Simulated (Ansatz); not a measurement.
The reference is LaAlO₃ (space group R-3c, No. 167; a = 5.353 Å, c = 13.048 Å (hexagonal axes)).

Calculations: Ansatz (a first-principles code), PBEsol, PAW, cutoff 420 eV, without spin-orbit coupling, earlier PAW set.

Base values:

The c/a ratio is 2.438 and the volume per atom is 10.79 Å³.

One thing is altered: cell and atoms relaxed at a pressure of 9 GPa.

Task: What does the calculation give for the c/a ratio, volume per atom and valence-band top at Γ after the change?

Result: The c/a ratio increases by 0.003 to 2.441; the volume per atom falls by 0.446 Å³ (10.79 Å³ → 10.35 Å³); the valence-band top at Γ (three highest levels, from the VBM) comes out as 0.00, -0.05, -0.05 eV.

The levels and masses belong to the bands next to the band gap. Load acts through the strain it causes; cell and atoms are relaxed under it. Stability against distortions was not tested. Competing high-pressure phases were not computed.
